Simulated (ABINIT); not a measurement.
Runs of ABINIT 10.8.3 (patched build) on MgO. It takes space group Fm-3m (No. 225, cubic). Conventional cell: a = 4.194 Å, b = 4.194 Å, c = 4.194 Å, α = 90.00°, β = 90.00°, γ = 90.00°. Mg (site symmetry m-3m) has 6 O at 2.10 Å as nearest neighbours. O (site symmetry m-3m) is surrounded by 6 Mg at 2.10 Å. The cell is a database's computed one.

| task | level | potentials or basis | k mesh | cutoff (eV) | fine-grid cutoff | gap on the mesh (eV) | pressure (GPa) | V0 of scaled cells (Å³/atom) | B0 (GPa) |
| --- | --- | --- | --- | --- | --- | --- | --- | --- | --- |
| equation of state | revPBE+D3(BJ) | JTH PAW PBE v2.0 | 11 × 11 × 11 | 626 | 1224.51 eV | - | - | 9.24 | 159 |
| equation of state | BP86+D3(BJ) | JTH PAW PBE v2.0 | 11 × 11 × 11 | 626 | 1224.51 eV | - | - | 9.01 | (b) |
| band structure | r2SCAN | JTH PAW PBE v2.0 | 11 × 11 × 11 | 762 | 1360.57 eV | 5.77 | 1.7 | - | - |
| single point | PBEsol | JTH PAW PBE v2.0 | 9 × 9 × 9 | 626 | 1224.51 eV | 4.76 | (a) | - | - |
| band structure | PBEsol | PseudoDojo NC SR PBEsol v0.4 stringent | 11 × 11 × 11 | 1252 | - | 4.78 | 2.4 | - | - |
| band structure | PBEsol | PseudoDojo NC SR PBEsol v0.4.1 standard | 11 × 11 × 11 | 1143 | - | 4.79 | 2.2 | - | - |
| band structure | LDA | PseudoDojo NC SR LDA v0.4.1 standard | 11 × 11 × 11 | 1143 | - | 4.82 | -4.0 | - | - |
| single point | LDA | JTH PAW LDA v2.0 | 14 × 14 × 14 | 626 | 1224.51 eV | 4.78 | -3.4 | - | - |
| band structure | r2SCAN | JTH PAW LDA v2.0 | 11 × 11 × 11 | 762 | 1360.57 eV | 5.78 | 1.2 | - | - |
| equation of state | PBE+D3 | JTH PAW PBE v2.0 | 11 × 11 × 11 | 626 | 1224.51 eV | - | - | 9.38 | 157 |
| band structure | SOGGA | JTH PAW PBE v2.0 | 11 × 11 × 11 | 626 | 1224.51 eV | 4.67 | 2.0 | - | - |

Alike in all rows: no spin polarisation; cell as given; smearing fermi-dirac 0.05 eV.

Question: Fill in the values left out.

Answer: (a) 2.7; (b) 170.

Caveats: the PAW data sets were made with another functional, which shifts forces and pressure a little (some runs); pressures at fixed basis lie under the slope of the energies (some runs).

A k mesh can miss the band edges.
